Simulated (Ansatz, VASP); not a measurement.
One calculation of Cu, two programs

Contents of INCAR:

```
SYSTEM = Cu
ALGO = Fast ; EDIFF = 1E-6
ENCUT = 520 ; GGA = PE
ISIF = 2 ; ISMEAR = 0
LASPH = .True. ; LCHARG = .True.
LELF = .True. ; LREAL = .False.
LVHAR = .True. ; LWAVE = .False.
NBANDS = 12 ; NELM = 100
PREC = Accurate ; SIGMA = 0.1
```

The input KPOINTS:

```
k-points
0
Gamma
  8 8 8
  0 0 0
```

Contents of POSCAR:

```
Cu
1.0
    0.0000000000      1.8075000000      1.8075000000
    1.8075000000      0.0000000000      1.8075000000
    1.8075000000      1.8075000000      0.0000000000
Cu
1
Direct
    0.0000000000      0.0000000000      0.0000000000
```

Input for Ansatz:

```yaml
crystal:
  lattice:
    - [0.0, 1.8075, 1.8075]
    - [1.8075, 0.0, 1.8075]
    - [1.8075, 1.8075, 0.0]
  atoms:
    - { symbol: Cu, position: [0.0, 0.0, 0.0] }
basis:
  ecutwfc: 420
kpoints:
  mp_grid: { grid: [8, 8, 8] }
hamiltonian:
  xc: pbe
  pseudopotentials: { kind: paw }
scf:
  occupations: { method: gaussian, width: 0.1 }
output:
  forces: true
  stress: true
  eigenvalues: true
```

Alike in both runs: task single point; functional PBE; k mesh 8 × 8 × 8; occupations gaussian, width 0.1 eV; no spin polarisation.

|  | VASP | Ansatz |
| --- | --- | --- |
| version | VASP 6.6.1 | Ansatz 0.2.0 |
| potentials or method | VASP PAW PBE potentials, release 64 (Cu) | scalar-relativistic, plane waves, PAW |
| plane-wave cutoff (eV) | 520 | 420 |
| valence electrons in the cell | 11 | 19 |

```tsv
	VASP	Ansatz	Ansatz less VASP
gap on the k mesh at the Fermi level (eV)	none	none	-
pressure (GPa)	3.2	2.6	-0.62
```

A gap of «none» marks a metal or a gap that the smearing closes. The two sets of potentials don't hold the same shells in valence.

Caveats: the k mesh is coarse (spacing up to 0.38 Å⁻¹), so the values aren't converged.
